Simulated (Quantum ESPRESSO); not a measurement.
PtS2:

```xyz
3
Lattice="3.5432 0.0000 0.0000 -1.7716 3.0685 0.0000 0.0000 0.0000 5.0388" Properties=species:S:1:pos:R:3 pbc="T T T"
Pt    0.0000    0.0000    0.0000
S     1.7716    1.0228    3.8950
S     0.0000    2.0457    1.1438
```

Base run:

| Quantity | Value |
| --- | --- |
| Program | Quantum ESPRESSO 7.5 |
| Functional | revPBE |
| Potentials or basis | PseudoDojo 0.4.1 SR PBE standard |
| Cutoff | 1143 eV |
| Density cutoff | 4572 eV |
| k mesh | 9 × 9 × 5 |
| Occupations | fermi-dirac, width 0.05 eV |
| Spin | no spin polarisation |

Its results: band gap on the k mesh 1.06 eV, indirect (least direct gap 1.10 eV); pressure 13.1 GPa; largest force 1.261 eV/Å.

**Question.** The run is repeated on the same cell with these changes: functional from revPBE to AM05. What comes out?

**Answer.** Band gap on the k mesh 0.97 eV, indirect (least direct gap 1.01 eV); pressure 6.3 GPa; largest force 0.805 eV/Å.

AM05 binds more tightly than revPBE, so the same cell stands under less pressure.

Caveats: the potentials were made for another functional, which shifts forces and pressure; spin-orbit coupling is left out, which moves the levels of the heavy elements.
